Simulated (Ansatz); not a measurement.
**TaC (Fm-3m): zero-pressure volume and bulk modulus with PBEsol + D3(BJ)**

Aim: take the cell of TaC (Fm-3m) to zero pressure with PBEsol + D3(BJ), then fit an equation of state.

Program: Ansatz 0.2.0. Level of theory: DFT PBEsol + D3(BJ), scalar-relativistic, plane waves, PAW. These are calculated values, not measurements.

1 further run of the same task is left out (set aside as unsound or not needed). Runs told in other sessions of the task aren't counted.

### 1 The system as given

It takes space group Fm-3m (No. 225, cubic). Conventional cell: a = 4.454 Å, b = 4.454 Å, c = 4.454 Å, α = 90.00°, β = 90.00°, γ = 90.00°. Ta (site symmetry m-3m) is surrounded by 6 C at 2.23 Å. Around C (site symmetry m-3m) lie 6 Ta at 2.23 Å.

Coordinates:

```
Ta C
1.0
     0.00000    2.22700    2.22700
     2.22700    0.00000    2.22700
     2.22700    2.22700    0.00000
Ta C
1 1
Direct
  0.00000 0.00000 0.00000
  0.50000 0.50000 0.50000
```

An earlier run on this cell at PBE gave 4.73 GPa at 11.045 Å³/atom (10×10×10 mesh), a metal on this mesh. The cell is compressed at this level.

### 2 At the given cell

input.yaml reads:

```yaml
crystal:
  lattice:
    - [0.0, 2.226998583, 2.226998583]
    - [2.226998583, 0.0, 2.226998583]
    - [2.226998583, 2.226998583, 0.0]
  atoms:
    - { symbol: Ta, position: [0.0, 0.0, 0.0] }
    - { symbol: C, position: [0.5, 0.5, 0.5] }
basis:
  ecutwfc: 420
  ecutrho_ratio: 4
kpoints:
  mp_grid: { grid: [10, 10, 10] }
hamiltonian:
  xc: pbesol
  dispersion: d3bj
scf:
  occupations: { method: gaussian, width: 0.05 }
output:
  forces: true
  stress: true
  eigenvalues: true
```

The run is started by

```bash
$ ansatz run input.yaml --threads 4 --pin off --max-ram 8192MiB --backend cpu --events-out ev --progress --plain --runs-dir out
```

The log of the run:

```text
Warning: RAYON_NUM_THREADS=4 ignored (pool sized by the plan → 4); use --threads N
Engine: ansatz 0.2.0, aarch64-unknown-linux-gnu
Pseudopotentials: kind: paw
Pseudopotential: Ta, paw, valence charge 13, recommended cutoff 420 eV (normal), Ta.paw.azcp
Pseudopotential: C, paw, valence charge 4, recommended cutoff 420 eV (normal), C.paw.azcp
Functional definition: PBEsol
  exchange = pbesol_x
  correlation = pbesol_c
Crystal: 2 atoms, lattice volume = 22.090 Å³
Basis set: ecut = 420 eV, 411 PW (Γ), exchange–correlation on 48×48×48 points (8 copies of the dense FFT grid, shifted against one another)
Bands: 13, of which v1, the nominal top of the filled ones, is band 9 counted from 1 (8 counted from 0)
Symmetry: 48 space group operations
Space group: Fm-3m (ITA 225), of the structure as read, at distance tolerance 2.8e-5 Å
k-points: 47 of 1000
Non-local potential: Ta, projectors of the file, l = 0: 3, l = 1: 2, l = 2: 2, l = 3: 1
Non-local potential: C, projectors of the file, l = 0: 2, l = 1: 2, l = 2: 1
PAW form: soft (Blöchl's): semilocal exchange-correlation on the pseudo side does not see the compensation charge
PAW frozen core: Ta, regenerated for the run's functional, and the local potential with it (the file was generated under x = pbe(κ = 0.804, μ = 0.2195149727645171), c = pbe(β = 0.06672455060314922))
PAW frozen core: C, regenerated for the run's functional, and the local potential with it (the file was generated under x = pbe(κ = 0.804, μ = 0.2195149727645171), c = pbe(β = 0.06672455060314922))
PAW one-centre angular grid: Ta, 590 points (default); XC on 64 Gauss nodes
PAW one-centre angular grid: C, 110 points (default); XC on 64 Gauss nodes
Initial density: superposition of atomic densities (neutral atoms: chi_scale 0, normalization atom), corrected by the library's trained network
Initial wavefunctions: pseudopotential atomic-orbital guess
Functional: x = pbesol(κ = 0.804, μ = 0.12345679012345678), c = pbesol(β = 0.046)
SCF iter   1: F=—  HF=-10055.475429 eV  |F-HF|=—  |Δ(HF+E_count)|=         —  Δρ=8.74e-3  dr2=2.03e-2  ethr=1.77e-3  ⟨swp⟩=6.0  Hψ=3257  notcnv=0
preconditioner: auto → none  [insulator: Δε(μ)=0.231 eV  Ē_g=10.286 eV  σ=0.050 eV  W_gap=0.62  n_scr=8 (ndim 8)  ℏωp=23.7 eV  f_vac=0.000  D(μ)=0.34/eV (n_scr^D=0)  ε∞_Penn≈6.3]
SCF iter   2: F=—  HF=-10055.470926 eV  |F-HF|=—  |Δ(HF+E_count)|=   4.50e-3  Δρ=2.98e-3  dr2=2.40e-3  ethr=1.19e-4  ⟨swp⟩=1.5  Hψ=1031  notcnv=0  defer=9
SCF iter   3: F=—  HF=-10055.470417 eV  |F-HF|=—  |Δ(HF+E_count)|=   5.09e-4  Δρ=4.26e-4  dr2=2.72e-5  ethr=1.41e-5  ⟨swp⟩=2.1  Hψ=755  notcnv=0  defer=9
SCF iter   4: F=—  HF=-10055.470416 eV  |F-HF|=—  |Δ(HF+E_count)|=   3.20e-7  Δρ=6.05e-5  dr2=3.77e-7  ethr=1.60e-7  ⟨swp⟩=2.2  Hψ=762  notcnv=0  defer=9
iter 5 did not close the SCF: its close was put off for the readings that it lacked (scf_convergence_deferred on its scf_iter line)
SCF iter   5: F=-10055.470416 eV  HF=-10055.470416 eV  |F-HF|=3.67e-10  |Δ(HF+E_count)|=   1.33e-7  Δρ=4.71e-6  dr2=1.72e-9  ethr=2.22e-9  ⟨swp⟩=2.4  Hψ=840  notcnv=0  defer=9
SCF iter   6: F=-10055.470416 eV  HF=-10055.470416 eV  |F-HF|=7.09e-11  |Δ(HF+E_count)|=  3.15e-10  Δρ=5.75e-7  dr2=8.16e-11  ethr=1.01e-11  ⟨swp⟩=3.5  Hψ=2075  notcnv=0
SCF 1 converged in 6 iterations: F = -10055.470416 eV  dr2 = 8.16e-11
SCF converged after 6 iterations
Free energy (F): -10055.470416 eV
Harris-Foulkes:  -10055.470416 eV  (|F-HF|=7.09e-11)
Internal energy: -10055.469986 eV  (E = F + TS)
E sigma→0 (E₀):  -10055.470201 eV
Entropy (-TS):   -0.000430 eV (-0.215 meV/atom)
Fermi energy:    19.790694 eV
--- Per-component energies (eV) ---
  E_band       = -66.003605
  E_kinetic    = 456.692537
  E_local      = -554.416592  (includes V_loc(G=0)·N_el)
  E_nonlocal   = 43.689300
  E_hartree    = 187.759597
  E_xc         = -266.266686
  E_vxc        = -265.203381  (∫ρ·V_xc dr)
  E_paw        = -8367.942530  (= ΣΔE_a)
  E_vpaw       = -122.284742  (= ΣTr[D̂ρ^β])
  E_aug_tail   = 0.000141  (compensation charges beyond the density's cutoff)
  E_ewald      = -1554.302252
  E_disp       = -0.918249  (pairwise vdW)
  E_core_change = 0.234747  (= ΣΔE_core)
  E_smearing   = -0.000430  (= −TS)
  E_closure    = 0.000000  (closes the sum)
  Σ components = -10055.470416   (vs F -10055.470416, Δ=0.00e0)
--- Forces (eV/Å), atoms counted from 1 ---
  atom   1  Ta    -0.00000000     0.00000000    -0.00000000
  atom   2  C      0.00000000    -0.00000000    -0.00000000
  max |Σ_I F_I| component: 4.73e-30 eV/Å
--- Stress (GPa, compression-positive) ---
      -10.064988      -0.000000       0.000000
        0.000000     -10.064988       0.000000
       -0.000000      -0.000000     -10.064988
  P = ⅓ Tr σ = -10.0650 GPa (-100.650 kbar)
--- Band table (eV; the first three rows and the last of 47) ---
  k-point 0: bands = ["-48.7944", "-15.0678", "-15.0678", "-15.0678", "5.1077", "18.5255", "18.5255", "18.5255", "19.4253", "19.4253", "19.4253", "20.5303", "20.5303"]
  k-point 1: bands = ["-48.7899", "-15.1411", "-15.0751", "-15.0751", "5.3880", "17.3403", "17.7912", "17.7912", "19.0799", "19.0799", "20.0367", "22.1672", "22.1672"]
  k-point 2: bands = ["-48.7782", "-15.3287", "-15.0943", "-15.0943", "6.1751", "15.5560", "16.3767", "16.3767", "19.7794", "19.7794", "20.5974", "24.4824", "24.4824"]
  k-point 46: bands = ["-48.7316", "-15.5798", "-15.4587", "-15.3305", "8.0166", "14.8637", "14.8793", "14.9431", "20.5588", "22.3872", "24.0063", "24.6967", "26.4007"]
```

Wall time 0.57 s (4 threads of Arm Neoverse V1, shared host); peak memory 0.28 GiB.

Result: volume 11.045 Å³/atom, pressure -10.06 GPa, metallic.

### 3 Stepping to 10.304 Å³/atom

Changes to input.yaml since step 2:

```diff
@@ -2,5 +2,5 @@
   lattice:
-    - [0.0, 2.226998583, 2.226998583]
-    - [2.226998583, 0.0, 2.226998583]
-    - [2.226998583, 2.226998583, 0.0]
+    - [0.0, 2.1760305289, 2.1760305289]
+    - [2.1760305289, 0.0, 2.1760305289]
+    - [2.1760305289, 2.1760305289, 0.0]
   atoms:
```

The run is started by

```bash
$ ansatz run input.yaml --threads 4 --pin off --max-ram 8192MiB --backend cpu --events-out ev --progress --plain --runs-dir out
```

The log of the run:

```text
Warning: RAYON_NUM_THREADS=4 ignored (pool sized by the plan → 4); use --threads N
[... 7 set-up lines as earlier in the session ...]
Crystal: 2 atoms, lattice volume = 20.607 Å³
Basis set: ecut = 420 eV, 411 PW (Γ), exchange–correlation on 48×48×48 points (8 copies of the dense FFT grid, shifted against one another)
Bands: 13, of which v1, the nominal top of the filled ones, is band 9 counted from 1 (8 counted from 0)
[... 1 set-up line as earlier in the session ...]
Space group: Fm-3m (ITA 225), of the structure as read, at distance tolerance 2.7e-5 Å
k-points: 47 of 1000
[... 10 set-up lines as earlier in the session ...]
SCF iter   1: F=—  HF=-10055.457570 eV  |F-HF|=—  |Δ(HF+E_count)|=         —  Δρ=9.48e-3  dr2=2.13e-2  ethr=1.77e-3  ⟨swp⟩=5.9  Hψ=3339  notcnv=0
preconditioner: auto → none  [insulator: Δε(μ)=0.270 eV  Ē_g=10.940 eV  σ=0.050 eV  W_gap=0.62  n_scr=8 (ndim 8)  ℏωp=24.5 eV  f_vac=0.000  D(μ)=0.34/eV (n_scr^D=0)  ε∞_Penn≈6.0]
SCF iter   2: F=—  HF=-10055.452686 eV  |F-HF|=—  |Δ(HF+E_count)|=   4.88e-3  Δρ=3.38e-3  dr2=2.72e-3  ethr=1.25e-4  ⟨swp⟩=1.5  Hψ=1035  notcnv=0  defer=8
SCF iter   3: F=—  HF=-10055.452074 eV  |F-HF|=—  |Δ(HF+E_count)|=   6.13e-4  Δρ=4.66e-4  dr2=2.59e-5  ethr=1.60e-5  ⟨swp⟩=2.1  Hψ=757  notcnv=0  defer=8
SCF iter   4: F=—  HF=-10055.452073 eV  |F-HF|=—  |Δ(HF+E_count)|=   6.19e-7  Δρ=6.93e-5  dr2=5.28e-7  ethr=1.52e-7  ⟨swp⟩=2.1  Hψ=766  notcnv=0  defer=8
iter 5 did not close the SCF: its close was put off for the readings that it lacked (scf_convergence_deferred on its scf_iter line)
SCF iter   5: F=-10055.452073 eV  HF=-10055.452073 eV  |F-HF|=4.17e-10  |Δ(HF+E_count)|=   8.02e-8  Δρ=5.92e-6  dr2=2.30e-9  ethr=3.11e-9  ⟨swp⟩=2.6  Hψ=880  notcnv=0  defer=8
SCF iter   6: F=-10055.452073 eV  HF=-10055.452073 eV  |F-HF|=7.64e-11  |Δ(HF+E_count)|=  4.20e-10  Δρ=6.88e-7  dr2=9.18e-11  ethr=1.36e-11  ⟨swp⟩=3.6  Hψ=2120  notcnv=0
SCF 1 converged in 6 iterations: F = -10055.452073 eV  dr2 = 9.18e-11
SCF converged after 6 iterations
Free energy (F): -10055.452073 eV
Harris-Foulkes:  -10055.452073 eV  (|F-HF|=7.64e-11)
Internal energy: -10055.451644 eV  (E = F + TS)
E sigma→0 (E₀):  -10055.451858 eV
Entropy (-TS):   -0.000429 eV (-0.215 meV/atom)
Fermi energy:    21.313876 eV
--- Per-component energies (eV) ---
  E_band       = -40.894730
  E_kinetic    = 462.430792
  E_local      = -511.627183  (includes V_loc(G=0)·N_el)
  E_nonlocal   = 44.951205
  E_hartree    = 177.099403
  E_xc         = -268.078975
  E_vxc        = -267.543862  (∫ρ·V_xc dr)
  E_paw        = -8368.769208  (= ΣΔE_a)
  E_vpaw       = -123.304531  (= ΣTr[D̂ρ^β])
  E_aug_tail   = 0.000084  (compensation charges beyond the density's cutoff)
  E_ewald      = -1590.707881
  E_disp       = -0.984627  (pairwise vdW)
  E_core_change = 0.234747  (= ΣΔE_core)
  E_smearing   = -0.000429  (= −TS)
  E_closure    = 0.000000  (closes the sum)
  Σ components = -10055.452073   (vs F -10055.452073, Δ=0.00e0)
--- Forces (eV/Å), atoms counted from 1 ---
  atom   1  Ta    -0.00000000     0.00000000     0.00000000
  atom   2  C      0.00000000    -0.00000000    -0.00000000
  max |Σ_I F_I| component: 2.27e-30 eV/Å
--- Stress (GPa, compression-positive) ---
       15.544488       0.000000      -0.000000
        0.000000      15.544488       0.000000
        0.000000       0.000000      15.544488
  P = ⅓ Tr σ = 15.5445 GPa (155.445 kbar)
--- Band table (eV; the first three rows and the last of 47) ---
  k-point 0: bands = ["-47.0591", "-13.3209", "-13.3209", "-13.3209", "6.1719", "19.9318", "19.9318", "19.9318", "20.9268", "20.9268", "20.9268", "22.1527", "22.1527"]
  k-point 1: bands = ["-47.0528", "-13.4172", "-13.3301", "-13.3301", "6.4827", "18.7038", "19.1771", "19.1771", "20.5408", "20.5408", "21.5887", "23.9030", "23.9030"]
  k-point 2: bands = ["-47.0362", "-13.6619", "-13.3540", "-13.3540", "7.3478", "16.8670", "17.6671", "17.6671", "21.3026", "21.3026", "22.2063", "26.4038", "26.4038"]
  k-point 46: bands = ["-46.9705", "-13.9821", "-13.8254", "-13.6600", "9.2019", "16.1318", "16.1774", "16.3524", "22.1646", "24.1497", "26.0105", "26.8124", "28.7569"]
```

Run time: 0.57 s. Hardware: 4 threads of Arm Neoverse V1, shared host; peak memory 0.28 GiB.

This gives: volume 10.304 Å³/atom, pressure 15.54 GPa, no gap.

### 4 Stepping to 10.719 Å³/atom

Changes to input.yaml since step 3:

```diff
@@ -2,5 +2,5 @@
   lattice:
-    - [0.0, 2.1760305289, 2.1760305289]
-    - [2.1760305289, 0.0, 2.1760305289]
-    - [2.1760305289, 2.1760305289, 0.0]
+    - [0.0, 2.2048869653, 2.2048869653]
+    - [2.2048869653, 0.0, 2.2048869653]
+    - [2.2048869653, 2.2048869653, 0.0]
   atoms:
```

The run is started by

```bash
$ ansatz run input.yaml --threads 4 --pin off --max-ram 8192MiB --backend cpu --events-out ev --progress --plain --runs-dir out
```

The log of the run:

```text
Warning: RAYON_NUM_THREADS=4 ignored (pool sized by the plan → 4); use --threads N
[... 7 set-up lines as earlier in the session ...]
Crystal: 2 atoms, lattice volume = 21.438 Å³
Basis set: ecut = 420 eV, 411 PW (Γ), exchange–correlation on 48×48×48 points (8 copies of the dense FFT grid, shifted against one another)
Bands: 13, of which v1, the nominal top of the filled ones, is band 9 counted from 1 (8 counted from 0)
[... 2 set-up lines as earlier in the session ...]
k-points: 47 of 1000
[... 10 set-up lines as earlier in the session ...]
SCF iter   1: F=—  HF=-10055.496464 eV  |F-HF|=—  |Δ(HF+E_count)|=         —  Δρ=9.12e-3  dr2=2.11e-2  ethr=1.77e-3  ⟨swp⟩=6.0  Hψ=3261  notcnv=0
preconditioner: auto → none  [insulator: Δε(μ)=0.247 eV  Ē_g=10.565 eV  σ=0.050 eV  W_gap=0.62  n_scr=8 (ndim 8)  ℏωp=24.1 eV  f_vac=0.000  D(μ)=0.34/eV (n_scr^D=0)  ε∞_Penn≈6.2]
SCF iter   2: F=—  HF=-10055.491812 eV  |F-HF|=—  |Δ(HF+E_count)|=   4.65e-3  Δρ=3.17e-3  dr2=2.60e-3  ethr=1.24e-4  ⟨swp⟩=1.6  Hψ=1039  notcnv=0  defer=8
SCF iter   3: F=—  HF=-10055.491251 eV  |F-HF|=—  |Δ(HF+E_count)|=   5.61e-4  Δρ=4.45e-4  dr2=2.60e-5  ethr=1.53e-5  ⟨swp⟩=2.1  Hψ=754  notcnv=0  defer=8
SCF iter   4: F=—  HF=-10055.491250 eV  |F-HF|=—  |Δ(HF+E_count)|=   1.13e-6  Δρ=6.96e-5  dr2=5.62e-7  ethr=1.53e-7  ⟨swp⟩=2.1  Hψ=766  notcnv=0  defer=8
iter 5 did not close the SCF: its close was put off for the readings that it lacked (scf_convergence_deferred on its scf_iter line)
SCF iter   5: F=-10055.491250 eV  HF=-10055.491250 eV  |F-HF|=4.26e-10  |Δ(HF+E_count)|=   9.71e-8  Δρ=5.73e-6  dr2=2.37e-9  ethr=3.31e-9  ⟨swp⟩=2.5  Hψ=847  notcnv=0  defer=8
SCF iter   6: F=-10055.491250 eV  HF=-10055.491250 eV  |F-HF|=9.82e-11  |Δ(HF+E_count)|=  4.49e-10  Δρ=7.53e-7  dr2=1.22e-10  ethr=1.39e-11  ⟨swp⟩=3.5  Hψ=2156  notcnv=0
SCF 1 converged in 6 iterations: F = -10055.491250 eV  dr2 = 1.22e-10
SCF converged after 6 iterations
Free energy (F): -10055.491250 eV
Harris-Foulkes:  -10055.491250 eV  (|F-HF|=9.82e-11)
Internal energy: -10055.490820 eV  (E = F + TS)
E sigma→0 (E₀):  -10055.491035 eV
Entropy (-TS):   -0.000430 eV (-0.215 meV/atom)
Fermi energy:    20.437998 eV
--- Per-component energies (eV) ---
  E_band       = -55.345778
  E_kinetic    = 459.096538
  E_local      = -536.003023  (includes V_loc(G=0)·N_el)
  E_nonlocal   = 44.208845
  E_hartree    = 183.129495
  E_xc         = -267.036508
  E_vxc        = -266.198435  (∫ρ·V_xc dr)
  E_paw        = -8368.285289  (= ΣΔE_a)
  E_vpaw       = -122.708853  (= ΣTr[D̂ρ^β])
  E_aug_tail   = 0.000202  (compensation charges beyond the density's cutoff)
  E_ewald      = -1569.889508
  E_disp       = -0.946320  (pairwise vdW)
  E_core_change = 0.234747  (= ΣΔE_core)
  E_smearing   = -0.000430  (= −TS)
  E_closure    = 0.000000  (closes the sum)
  Σ components = -10055.491250   (vs F -10055.491250, Δ=0.00e0)
--- Forces (eV/Å), atoms counted from 1 ---
  atom   1  Ta    -0.00000000     0.00000000     0.00000000
  atom   2  C      0.00000000    -0.00000000     0.00000000
  max |Σ_I F_I| component: 3.09e-30 eV/Å
--- Stress (GPa, compression-positive) ---
        0.074090      -0.000000      -0.000000
        0.000000       0.074090       0.000000
       -0.000000      -0.000000       0.074090
  P = ⅓ Tr σ = 0.0741 GPa (0.741 kbar)
--- Band table (eV; the first three rows and the last of 47) ---
  k-point 0: bands = ["-48.0560", "-14.3257", "-14.3257", "-14.3257", "5.5554", "19.1234", "19.1234", "19.1234", "20.0618", "20.0618", "20.0618", "21.2191", "21.2191"]
  k-point 1: bands = ["-48.0508", "-14.4082", "-14.3338", "-14.3338", "5.8483", "17.9189", "18.3797", "18.3797", "19.7006", "19.7006", "20.6957", "22.9038", "22.9038"]
  k-point 2: bands = ["-48.0372", "-14.6187", "-14.3549", "-14.3549", "6.6680", "16.1117", "16.9244", "16.9244", "20.4267", "20.4267", "21.2812", "25.2972", "25.2972"]
  k-point 46: bands = ["-47.9831", "-14.8979", "-14.7624", "-14.6192", "8.5183", "15.4009", "15.4280", "15.5365", "21.2395", "23.1354", "24.8558", "25.5926", "27.3976"]
```

It took 0.56 s on 4 threads of Arm Neoverse V1, shared host; peak memory 0.28 GiB.

Read off: volume 10.719 Å³/atom, pressure 0.07 GPa, metallic.

### 5 Volume × 0.98 of the new zero

Changes to input.yaml since step 4:

```diff
@@ -2,5 +2,5 @@
   lattice:
-    - [0.0, 2.2048869653, 2.2048869653]
-    - [2.2048869653, 0.0, 2.2048869653]
-    - [2.2048869653, 2.2048869653, 0.0]
+    - [0.0, 2.1900886203, 2.1900886203]
+    - [2.1900886203, 0.0, 2.1900886203]
+    - [2.1900886203, 2.1900886203, 0.0]
   atoms:
```

The run is started by

```bash
$ ansatz run input.yaml --threads 4 --pin off --max-ram 8192MiB --backend cpu --events-out ev --progress --plain --runs-dir out
```

The log of the run:

```text
Warning: RAYON_NUM_THREADS=4 ignored (pool sized by the plan → 4); use --threads N
[... 7 set-up lines as earlier in the session ...]
Crystal: 2 atoms, lattice volume = 21.009 Å³
Basis set: ecut = 420 eV, 411 PW (Γ), exchange–correlation on 48×48×48 points (8 copies of the dense FFT grid, shifted against one another)
Bands: 13, of which v1, the nominal top of the filled ones, is band 9 counted from 1 (8 counted from 0)
[... 2 set-up lines as earlier in the session ...]
k-points: 47 of 1000
[... 10 set-up lines as earlier in the session ...]
SCF iter   1: F=—  HF=-10055.486557 eV  |F-HF|=—  |Δ(HF+E_count)|=         —  Δρ=9.33e-3  dr2=2.13e-2  ethr=1.77e-3  ⟨swp⟩=6.0  Hψ=3279  notcnv=0
preconditioner: auto → none  [insulator: Δε(μ)=0.259 eV  Ē_g=10.756 eV  σ=0.050 eV  W_gap=0.62  n_scr=8 (ndim 8)  ℏωp=24.3 eV  f_vac=0.000  D(μ)=0.34/eV (n_scr^D=0)  ε∞_Penn≈6.1]
SCF iter   2: F=—  HF=-10055.481682 eV  |F-HF|=—  |Δ(HF+E_count)|=   4.87e-3  Δρ=3.29e-3  dr2=2.69e-3  ethr=1.25e-4  ⟨swp⟩=1.6  Hψ=1038  notcnv=0  defer=9
SCF iter   3: F=—  HF=-10055.481082 eV  |F-HF|=—  |Δ(HF+E_count)|=   6.01e-4  Δρ=4.58e-4  dr2=2.62e-5  ethr=1.58e-5  ⟨swp⟩=2.1  Hψ=759  notcnv=0  defer=9
SCF iter   4: F=—  HF=-10055.481080 eV  |F-HF|=—  |Δ(HF+E_count)|=   1.32e-6  Δρ=7.36e-5  dr2=6.07e-7  ethr=1.54e-7  ⟨swp⟩=2.1  Hψ=766  notcnv=0  defer=9
iter 5 did not close the SCF: its close was put off for the readings that it lacked (scf_convergence_deferred on its scf_iter line)
SCF iter   5: F=-10055.481080 eV  HF=-10055.481080 eV  |F-HF|=5.48e-10  |Δ(HF+E_count)|=   1.01e-7  Δρ=6.13e-6  dr2=2.61e-9  ethr=3.57e-9  ⟨swp⟩=2.6  Hψ=876  notcnv=0  defer=9
SCF iter   6: F=-10055.481080 eV  HF=-10055.481080 eV  |F-HF|=8.73e-11  |Δ(HF+E_count)|=  6.64e-10  Δρ=7.45e-7  dr2=1.09e-10  ethr=1.54e-11  ⟨swp⟩=3.6  Hψ=2158  notcnv=0
SCF 1 converged in 6 iterations: F = -10055.481080 eV  dr2 = 1.09e-10
SCF converged after 6 iterations
Free energy (F): -10055.481080 eV
Harris-Foulkes:  -10055.481080 eV  (|F-HF|=8.73e-11)
Internal energy: -10055.480651 eV  (E = F + TS)
E sigma→0 (E₀):  -10055.480866 eV
Entropy (-TS):   -0.000429 eV (-0.215 meV/atom)
Fermi energy:    20.882645 eV
--- Per-component energies (eV) ---
  E_band       = -48.013323
  E_kinetic    = 460.777527
  E_local      = -523.552165  (includes V_loc(G=0)·N_el)
  E_nonlocal   = 44.580594
  E_hartree    = 180.035256
  E_xc         = -267.565570
  E_vxc        = -266.881545  (∫ρ·V_xc dr)
  E_paw        = -8368.528263  (= ΣΔE_a)
  E_vpaw       = -123.008341  (= ΣTr[D̂ρ^β])
  E_aug_tail   = 0.000135  (compensation charges beyond the density's cutoff)
  E_ewald      = -1580.497191
  E_disp       = -0.965721  (pairwise vdW)
  E_core_change = 0.234747  (= ΣΔE_core)
  E_smearing   = -0.000429  (= −TS)
  E_closure    = -0.000000  (closes the sum)
  Σ components = -10055.481080   (vs F -10055.481080, Δ=0.00e0)
--- Forces (eV/Å), atoms counted from 1 ---
  atom   1  Ta    -0.00000000     0.00000000     0.00000000
  atom   2  C      0.00000000    -0.00000000     0.00000000
  max |Σ_I F_I| component: 1.77e-30 eV/Å
--- Stress (GPa, compression-positive) ---
        7.671885       0.000000       0.000000
       -0.000000       7.671885      -0.000000
        0.000000      -0.000000       7.671885
  P = ⅓ Tr σ = 7.6719 GPa (76.719 kbar)
--- Band table (eV; the first three rows and the last of 47) ---
  k-point 0: bands = ["-47.5495", "-13.8157", "-13.8157", "-13.8157", "5.8668", "19.5339", "19.5339", "19.5339", "20.5004", "20.5004", "20.5004", "21.6929", "21.6929"]
  k-point 1: bands = ["-47.5438", "-13.9049", "-13.8243", "-13.8243", "6.1687", "18.3175", "18.7843", "18.7843", "20.1272", "20.1272", "21.1492", "23.4107", "23.4107"]
  k-point 2: bands = ["-47.5287", "-14.1324", "-13.8468", "-13.8468", "7.0113", "16.4947", "17.3011", "17.3011", "20.8714", "20.8714", "21.7508", "25.8584", "25.8584"]
  k-point 46: bands = ["-47.4690", "-14.4319", "-14.2859", "-14.1317", "8.8647", "15.7715", "15.8075", "15.9489", "21.7086", "23.6500", "25.4412", "26.2108", "28.0863"]
```

Run time: 0.56 s. Hardware: 4 threads of Arm Neoverse V1, shared host; peak memory 0.29 GiB.

In short: volume 10.505 Å³/atom, pressure 7.67 GPa, a metal on this mesh.

(Part 1 of 2 ends here.)
